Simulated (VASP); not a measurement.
VASP 6.6.1, PBE single-point calculation, PbO2 (strained rutile)

INCAR

```
PREC = Accurate
IBRION = -1
GGA = PE
SIGMA = 0.02
ENCUT = 520
LREAL = .FALSE.
LWAVE = .FALSE.
NSW = 0
NBANDS = 35
NELM = 120
ISIF = 2
LASPH = .TRUE.
EDIFF = 1E-7
ISMEAR = -1
LCHARG = .FALSE.
```

KPOINTS

```
KPOINTS created by Atomic Simulation Environment
0
Gamma
6 6 8
0 0 0
```

KPOINTS_OPT

```
special points
8
Reciprocal
0.0000000000 0.0000000000 0.0000000000 1
0.0000000000 0.5000000000 0.0000000000 1
0.5000000000 0.5000000000 0.0000000000 1
0.0000000000 0.0000000000 0.5000000000 1
0.0000000000 0.5000000000 0.5000000000 1
0.5000000000 0.5000000000 0.5000000000 1
-0.0511070000 -0.0511070000 0.0833330000 1
-0.1044110000 -0.1044110000 -0.0212400000 1
```

POSCAR

```
Pb O
 1.0000000000000000
     5.0835230026999998    0.0000000000000000    0.0000000000000000
     0.0000000000000000    5.0835230026999998    0.0000000000000000
     0.0000000000000000    0.0000000000000000    3.3513070762999999
 Pb  O
   2   4
Cartesian
  0.0000000000000000  0.0000000000000000  0.0000000000000000
  2.5417615013499995  2.5417615013499995  1.6756535381499997
  1.5644039764509501  1.5644039764509501  0.0000000000000000
  0.9773575248990493  4.1061654778009489  1.6756535381499997
  4.1061654778009489  0.9773575248990493  1.6756535381499997
  3.5191190262490495  3.5191190262490495  0.0000000000000000
```

VASP ran with the recommended PBE PAW datasets (52 valence electrons in the cell).

Command

```
mpirun -np 1 vasp_std
```

OSZICAR

```
N       E                     dE             d eps       ncg     rms          rms(c)
DAV:   1     0.679292322988E+03    0.67929E+03   -0.25750E+04  3508   0.179E+03
DAV:   2     0.571620694082E+02   -0.62213E+03   -0.59107E+03  3766   0.496E+02
DAV:   3    -0.327931764326E+02   -0.89955E+02   -0.87334E+02  4157   0.207E+02
DAV:   4    -0.373742392897E+02   -0.45811E+01   -0.45428E+01  4485   0.489E+01
DAV:   5    -0.375225960845E+02   -0.14836E+00   -0.14811E+00  4722   0.895E+00    0.140E+01
DAV:   6    -0.318191398463E+02    0.57035E+01   -0.17652E+01  5329   0.505E+01    0.455E+00
DAV:   7    -0.318429575211E+02   -0.23818E-01   -0.16837E+00  4030   0.956E+00    0.278E+00
DAV:   8    -0.318369031109E+02    0.60544E-02   -0.37690E-01  5434   0.574E+00    0.118E+00
DAV:   9    -0.318096857061E+02    0.27217E-01   -0.76628E-02  5369   0.363E+00    0.130E-01
DAV:  10    -0.318114491436E+02   -0.17634E-02   -0.11136E-02  3860   0.575E-01    0.138E-01
DAV:  11    -0.318113803704E+02    0.68773E-04   -0.35878E-04  5633   0.207E-01    0.541E-02
DAV:  12    -0.318113627879E+02    0.17582E-04   -0.70516E-05  4233   0.584E-02    0.173E-02
DAV:  13    -0.318113604131E+02    0.23748E-05   -0.91436E-06  5805   0.317E-02    0.292E-03
DAV:  14    -0.318113600034E+02    0.40967E-06   -0.19037E-06  5321   0.163E-02    0.213E-03
DAV:  15    -0.318113601102E+02   -0.10675E-06   -0.96474E-08  2754   0.241E-03    0.116E-03
DAV:  16    -0.318113603269E+02   -0.21676E-06   -0.56685E-08  2131   0.400E-03    0.155E-04
DAV:  17    -0.318113603833E+02   -0.56349E-07   -0.30590E-08  2080   0.168E-03
   1 F= -.31811360E+02 E0= -.31811171E+02  d E =-.379012E-03
       N       E                     dE             ncg
DAV:   1     0.803157305090E+04   -0.47714E+04      560
DAV:   2     0.316528422695E+04   -0.48663E+04      622
DAV:   3     0.250564524260E+04   -0.65964E+03      670
DAV:   4     0.247080180215E+04   -0.34843E+02      695
DAV:   5     0.246949773305E+04   -0.13041E+01      749
DAV:   6     0.246943407950E+04   -0.63654E-01      784
DAV:   7     0.246943253165E+04   -0.15478E-02      760
DAV:   8     0.246943251841E+04   -0.13243E-04      775
DAV:   9     0.246943251826E+04   -0.15001E-06      600
DAV:  10     0.246943251825E+04   -0.11460E-07      477
```

From OUTCAR

```
k-points           NKPTS =     50   k-points in BZ     NKDIM =     50   number of bands    NBANDS=     35

   NELECT =      52.0000    total number of electrons

   dimension x,y,z NGX =    40 NGY =   40 NGZ =   28
   dimension x,y,z NGXF=    80 NGYF=   80 NGZF=   56

  energy-cutoff  :      520.00
  volume of cell :       86.61
      direct lattice vectors                 reciprocal lattice vectors
     5.083523003  0.000000000  0.000000000     0.196713972  0.000000000  0.000000000
     0.000000000  5.083523003  0.000000000     0.000000000  0.196713972  0.000000000
     0.000000000  0.000000000  3.351307076     0.000000000  0.000000000  0.298391039

 k-points in reciprocal lattice and weights: KPOINTS created by Atomic Simulation Env
   0.00000000  0.00000000  0.00000000       0.003
   0.16666667  0.00000000  0.00000000       0.014
   0.33333333  0.00000000  0.00000000       0.014
   0.50000000  0.00000000  0.00000000       0.007
   0.16666667  0.16666667  0.00000000       0.014
   0.33333333  0.16666667  0.00000000       0.028
   0.50000000  0.16666667  0.00000000       0.014
   0.33333333  0.33333333  0.00000000       0.014
   ...

 E-fermi :   4.0289

 k-point     1 :       0.0000    0.0000    0.0000
  band No.  band energies     occupation
      1     -14.2001      2.00000
      2     -14.1163      2.00000
      3     -12.5112      2.00000
      4     -12.5112      2.00000
      5     -11.5331      2.00000
      6     -11.3714      2.00000
      7     -11.3306      2.00000
      8     -11.3306      2.00000
      9     -11.1580      2.00000
     10     -11.0808      2.00000
     11     -11.0281      2.00000
     12     -10.9978      2.00000
     13     -10.9978      2.00000
     14      -9.0655      2.00000
     15      -4.0118      2.00000
     16       0.6907      2.00000
     17       0.6907      2.00000
     18       0.8699      2.00000
     19       1.7407      2.00000
     20       1.9885      2.00000
     21       2.2663      2.00000
     22       3.3882      2.00000
     23       3.3882      2.00000
     24       3.4412      2.00000
     25       3.4412      2.00000
     26       3.4823      2.00000
     27       4.0834      0.12338
     28       8.2497      0.00000
     29       9.9892      0.00000
     30       9.9892      0.00000
     31      13.5727      0.00000
     32      14.1829      0.00000
     33      14.6302      0.00000
     34      14.6302      0.00000
     35      15.6635      0.00000

 k-point     2 :       0.1667    0.0000    0.0000
  band No.  band energies     occupation
      1     -14.1399      2.00000
      2     -14.0772      2.00000
      3     -12.7231      2.00000
      4     -12.6406      2.00000
      5     -11.3362      2.00000
      6     -11.3278      2.00000
      7     -11.3277      2.00000
      8     -11.3198      2.00000
      9     -11.1476      2.00000
     10     -11.0356      2.00000
     11     -11.0040      2.00000
     12     -11.0014      2.00000
     13     -11.0012      2.00000
     14      -9.1705      2.00000
     15      -3.8440      2.00000
     16      -0.1722      2.00000
     17       0.8294      2.00000
     18       0.9573      2.00000
     19       2.0683      2.00000
     20       2.1702      2.00000
     21       2.1901      2.00000
     22       3.0955      2.00000
     23       3.4172      2.00000
     24       3.4283      2.00000
     25       3.4355      2.00000
     26       3.9467      1.96776
     27       4.0795      0.14805
     28       7.9838      0.00000
     29      10.0980      0.00000
     30      10.1601      0.00000
     31      13.4890      0.00000
     32      14.3916      0.00000
     33      14.3990      0.00000
     34      15.0411      0.00000
     35      15.6820      0.00000

 k-point     3 :       0.3333    0.0000    0.0000
  band No.  band energies     occupation
      1     -13.9920      2.00000
      2     -13.9760      2.00000
      3     -13.0319      2.00000
      4     -12.9225      2.00000
      5     -11.3220      2.00000
      6     -11.3217      2.00000
      7     -11.2743      2.00000
      8     -11.2139      2.00000
      9     -11.1203      2.00000
     10     -11.0562      2.00000
     11     -11.0087      2.00000
     12     -11.0084      2.00000
     13     -10.5614      2.00000
     14      -9.4895      2.00000
     15      -3.3289      2.00000
     16      -1.3903      2.00000
     17       1.1812      2.00000
     18       1.2010      2.00000
     19       1.9046      2.00000
     20       2.0587      2.00000
     21       2.3124      2.00000
     22       2.9891      2.00000
     23       3.4104      2.00000
     24       3.4217      2.00000
     25       3.4936      2.00000
     26       3.7514      2.00000
     27       5.0876      0.00000
     28       7.2798      0.00000
     29      10.3875      0.00000
     30      10.4851      0.00000
     31      13.3829      0.00000
     32      13.8660      0.00000
     33      14.9945      0.00000
     34      15.7747      0.00000
     35      15.7958      0.00000

 k-point     4 :       0.5000    0.0000    0.0000
  band No.  band energies     occupation
      1     -13.8985      2.00000
      2     -13.8985      2.00000
      3     -13.1314      2.00000
      4     -13.1314      2.00000
      5     -11.3188      2.00000
      6     -11.3188      2.00000
      7     -11.2285      2.00000
      8     -11.2285      2.00000
      9     -11.0866      2.00000
     10     -11.0866      2.00000
     11     -11.0123      2.00000
     12     -11.0123      2.00000
     13      -9.9863      2.00000
     14      -9.9863      2.00000
     15      -2.4847      2.00000
     16      -2.4847      2.00000
     17       1.5464      2.00000
     18       1.5464      2.00000
     19       1.6240      2.00000
     20       1.6240      2.00000
     21       2.6824      2.00000
     22       2.6824      2.00000
     23       3.4092      2.00000
     24       3.4092      2.00000
     25       3.5985      2.00000
     26       3.5985      2.00000
     27       6.2619      0.00000
     28       6.2619      0.00000
     29      10.6131      0.00000
     30      10.6131      0.00000
     31      13.4528      0.00000
     32      13.4528      0.00000
     33      15.8333      0.00000
     34      15.8761      0.00000
     35      15.9795      0.00000

 k-point     5 :       0.1667    0.1667    0.0000
  band No.  band energies     occupation
      1     -14.1509      2.00000
      2     -13.9884      2.00000
      3     -12.9789      2.00000
      4     -12.5270      2.00000
      5     -11.3956      2.00000
      6     -11.3314      2.00000
      7     -11.3214      2.00000
      8     -11.2294      2.00000
      9     -11.1384      2.00000
     10     -11.0415      2.00000
     11     -11.0087      2.00000
     12     -10.9974      2.00000
     13     -10.8991      2.00000
     14      -9.2835      2.00000
     15      -3.6646      2.00000
     16      -0.4434      2.00000
     17       0.7151      2.00000
     18       1.0339      2.00000
     19       2.0869      2.00000
     20       2.1299      2.00000
     21       2.2082      2.00000
     22       3.0528      2.00000
     23       3.4015      2.00000
     24       3.4194      2.00000
     25       3.4299      2.00000
     26       3.9004      1.99678
     27       4.4692      0.00000
     28       7.7827      0.00000
     29      10.2501      0.00000
     30      10.2563      0.00000
     31      13.3762      0.00000
     32      14.4172      0.00000
     33      14.5861      0.00000
     34      15.1064      0.00000
     35      15.6947      0.00000

 k-point     6 :       0.3333    0.1667    0.0000
  band No.  band energies     occupation
      1     -14.0921      2.00000
      2     -13.8990      2.00000
      3     -13.1390      2.00000
      4     -12.6946      2.00000
      5     -11.3290      2.00000
      6     -11.3258      2.00000
      7     -11.3189      2.00000
      8     -11.2153      2.00000
      9     -11.1147      2.00000
     10     -11.0592      2.00000
     11     -11.0122      2.00000
     12     -11.0007      2.00000
     13     -10.5629      2.00000
     14      -9.6099      2.00000
     15      -3.1336      2.00000
     16      -1.3190      2.00000
     17       0.9765      2.00000
     18       1.2473      2.00000
     19       1.8577      2.00000
     20       1.9172      2.00000
     21       2.3248      2.00000
     22       2.9330      2.00000
     23       3.4063      2.00000
     24       3.4173      2.00000
     25       3.4529      2.00000
     26       3.7117      2.00000
     27       5.3921      0.00000
     28       7.2294      0.00000
     29      10.4882      0.00000
     30      10.5474      0.00000
     31      13.3034      0.00000
     32      13.9885      0.00000
     33      15.1024      0.00000
     34      15.5899      0.00000
     35      15.7925      0.00000

 ...

  Total        1.6199875      1.6199875      3.9911153      0.0000000      0.0000000      0.0000000
  in kB       29.9694269     29.9694269     73.8347898      0.0000000      0.0000000      0.0000000
  external PRESSURE =      44.5912146 kB  Pullay stress =       0.0000000 kB

 POSITION                                       TOTAL-FORCE (eV/Angst)
 -----------------------------------------------------------------------------------
      0.00000      0.00000      0.00000         0.000000      0.000000     -0.000000
      2.54176      2.54176      1.67565         0.000000      0.000000     -0.000000
      1.56440      1.56440      0.00000        -0.063811     -0.063811     -0.000000
      0.97736      4.10617      1.67565         0.063811     -0.063811     -0.000000
      4.10617      0.97736      1.67565        -0.063811      0.063811      0.000000
      3.51912      3.51912      0.00000         0.063811      0.063811      0.000000
 -----------------------------------------------------------------------------------
    total drift:                                0.000000      0.000000     -0.000000

  FREE ENERGIE OF THE ION-ELECTRON SYSTEM (eV)
  ---------------------------------------------------
  free  energy   TOTEN  =       -31.8113603833 eV

  energy  without entropy=      -31.8109813714  energy(sigma->0) =      -31.81117088
```

```
gap between bands v and c : -0.01 eV (bands overlap: a metal)
least direct gap          : 0.01 eV
pressure                  : 4.5 GPa
largest force             : 0.09 eV/Å
```

Band v is the last that the valence electrons fill when counted band by band, and c is the next.

The run took about 2.4 min on one core of a shared host (Intel Xeon Platinum 8488C) and held 0.32 GiB at most.
